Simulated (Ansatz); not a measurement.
**Ionic part of the dielectric constant of BaF2, mode by mode**

These are results of DFT PBEsol, scalar-relativistic, plane waves, PAW in Ansatz 0.2.0, not measurements. Cutoff 420 eV, 6×6×6 k-points (Γ-centred), fixed occupations. No spin polarisation. Phonons by linear response, acoustic sum rule imposed.

It takes space group Fm-3m (No. 225, cubic). The conventional cell has a = 6.137 Å, b = 6.137 Å, c = 6.137 Å, α = 90.00°, β = 90.00°, γ = 90.00°. Ba (site symmetry m-3m) is surrounded by 8 F at 2.66 Å. Around F (site symmetry -43m) lie 4 Ba at 2.66 Å.

Spin–orbit coupling is left out, which matters for heavy elements.

The primitive cell has V = 57.80 Å³ and ε∞,zz = 2.417. Each polar mode adds Δε = (4.92064×10⁷/V)·S/ν² along z, with S its oscillator strength in e²/amu, ν in cm⁻¹ and V in Å³.

Question: From these modes, find each Δε and ε0,zz.
```csv
ν (cm⁻¹),S_zz (e²/amu)
180.3,0.2311
```

Answer:
| ν (cm⁻¹) | Δε |
| --- | --- |
| 180.3 | 6.05 |

The sum is 6.054, so ε0,zz = 8.47; the run's tensor has 8.47.

Question: Where do the longitudinal modes lie for a wave vector along z?

Answer: At 337 cm⁻¹. The Lyddane–Sachs–Teller product Π(ν_LO/ν_TO)² = 3.50 matches ε0/ε∞ = 3.50.

Cost: 1 run of about 0.36 core-minutes, on Arm Neoverse V1 (shared hosts).